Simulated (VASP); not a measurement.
Here is a VASP 6.6.1 calculation.

The input INCAR:

```
PREC = Accurate ; ENCUT = 520
EDIFF = 1E-6 ; ISMEAR = 1
SIGMA = 0.1 ; LREAL = F
LASPH = T ; NELM = 60
ALGO = Normal ; ISIF = 2
LWAVE = F ; LCHARG = F
METAGGA = R2SCAN ; LMIXTAU = T
ICORELEVEL = 1 ; KPAR = 4
```

KPOINTS

```
regular mesh
0
Gamma
  6 6 3
```

POSCAR

```
Mg
1.0
    6.4186000000      0.0000000000      0.0000000000
   -3.2093000000      5.5586706570      0.0000000000
    0.0000000000      0.0000000000     10.4206000000
Mg
16
Direct
    0.1666666666      0.3333333334      0.1250000000
    0.1666666666      0.3333333334      0.6250000000
    0.1666666667      0.8333333334      0.1250000000
    0.1666666667      0.8333333334      0.6250000000
    0.6666666666      0.3333333334      0.1250000000
    0.6666666666      0.3333333334      0.6250000000
    0.6666666666      0.8333333334      0.1250000000
    0.6666666666      0.8333333334      0.6250000000
    0.3333333334      0.1666666666      0.3750000000
    0.3333333334      0.1666666666      0.8750000000
    0.3333333334      0.6666666666      0.3750000000
    0.3333333334      0.6666666666      0.8750000000
    0.8333333334      0.1666666666      0.3750000000
    0.8333333334      0.1666666666      0.8750000000
    0.8333333334      0.6666666666      0.3750000000
    0.8333333334      0.6666666666      0.8750000000
```

Potentials or basis: VASP PAW PBE potentials, release 64 (Mg).

Run with:

```bash
$ cat potpaw_PBE.64/Mg/POTCAR > POTCAR
$ mpirun -np 4 vasp_std > vasp.out
```

Question: Predict the pressure.

Answer: -1.4 GPa.

Question: Estimate the band gap on the k mesh.

Answer: None (metal or under the smearing width).

Core levels (eV, on the scale of the bands):
```csv
atom,levels
1 Mg,"1s -1275.5, 2s -79.9, 2p -46.1"
2 Mg,"1s -1275.5, 2s -79.9, 2p -46.1"
3 Mg,"1s -1275.5, 2s -79.9, 2p -46.1"
4 Mg,"1s -1275.5, 2s -79.9, 2p -46.1"
5 Mg,"1s -1275.5, 2s -79.9, 2p -46.1"
6 Mg,"1s -1275.5, 2s -79.9, 2p -46.1"
```

Caveat: the PAW data sets were made with another functional, which shifts forces and pressure a little.
